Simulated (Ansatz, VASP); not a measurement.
**ScAl3 in VASP and in Ansatz**

```xyz
4
Lattice="4.2174 0.0000 0.0000 0.0000 4.2174 0.0000 0.0000 0.0000 4.2174" Properties=species:S:1:pos:R:3 pbc="T T T"
Sc    0.0000    0.0000    0.0000
Al    2.1087    0.0000    2.1087
Al    0.0000    2.1087    2.1087
Al    2.1087    2.1087    0.0000
```

Alike in both runs: task single point; functional r2SCAN; k mesh 10 × 10 × 10; occupations gaussian, width 0.1 eV; no spin polarisation.

```csv
,VASP,Ansatz
version,VASP 6.6.1,Ansatz 0.2.0
potentials or method,"VASP PAW PBE potentials, release 64 (Sc_sv, Al)","scalar-relativistic, plane waves, PAW"
plane-wave cutoff (eV),520,500
valence electrons in the cell,20,20
```

```tsv
	VASP	Ansatz	Ansatz less VASP
gap on the k mesh at the Fermi level (eV)	none	none	-
pressure (GPa)	-7.4	-7.4	+0.03
```

A gap of «none» marks a metal or a gap that the smearing closes.

Caveats: the PAW data sets were made with another functional, which shifts forces and pressure a little (VASP).
